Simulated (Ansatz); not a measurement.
System: BaO (rock salt type), 2 atoms in the cell.

These are results of Ansatz, r²SCAN, plane waves, PAW datasets (earlier set, tuned by hand), not measurements.

Cutoff 1050 eV; k-mesh 6×6×6 Γ-centred; Fermi–Dirac smearing of 0.02 eV; no spin polarisation; no spin–orbit coupling.

```
CELL_PARAMETERS angstrom
0.00000 2.79500 2.79500
2.79500 0.00000 2.79500
2.79500 2.79500 0.00000
ATOMIC_POSITIONS crystal
Ba 0.00000 0.00000 0.00000
O 0.50000 0.50000 0.50000
```

Is the cell under compression or tension, and by how much?

The pressure is -1.77 GPa, so at these settings the cell is stretched and would shrink.

The stress includes the program's correction for the finite plane-wave basis.
